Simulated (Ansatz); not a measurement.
Below is a relaxed structure of PtS₂. The cell was found from a structure generator's guess, not taken from experiment.

Computed with DFT PBE, scalar-relativistic, plane waves, PAW (Ansatz). Cutoff 420 eV, Γ-centred mesh, Gaussian smearing, no spin polarisation.

```
Pt S
1.0
     2.60165   -4.08535    0.00000
     2.60165    4.08535    0.00000
     0.00000    0.00000    2.69187
Pt S
1 2
Direct
  0.50000 0.50000 0.50000
  0.00000 0.50000 0.50000
  0.50000 0.00000 0.50000
```

Formation energies are uncorrected and refer to the elements' standard structures at the same level.

(1) What space group does it have?

(2) What is its formation energy per atom?

(3) Is it a metal?

Results:

(1) Cmmm (No. 65). Conventional cell: a = 5.203 Å, b = 8.171 Å, c = 2.692 Å. Around Pt lie 4 S at 2.42 Å and 2 Pt at 2.69 Å; S is surrounded by 2 Pt at 2.42 Å and 4 S at 2.60–2.69 Å.

(2) +0.32 eV/atom. A positive value: parting into the elements would lower its energy.

(3) Yes, bands cross the Fermi level on the 12×12×16 mesh.

The last run used a 12×12×16 mesh (in the run's order of axes) for its 3-atom cell and Gaussian smearing of 0.10 eV. Spin–orbit coupling, which can matter for Pt, is left out. The reference form of S is held partly by dispersion forces, which this level lacks. Symmetry constrained the relaxation, so the result can be a saddle point. Another cell of PtS2 relaxed alike, in P-3m1 (a cell as deposited in COD), lies 0.69 eV/atom lower, so this cell isn't the stable form at this level.
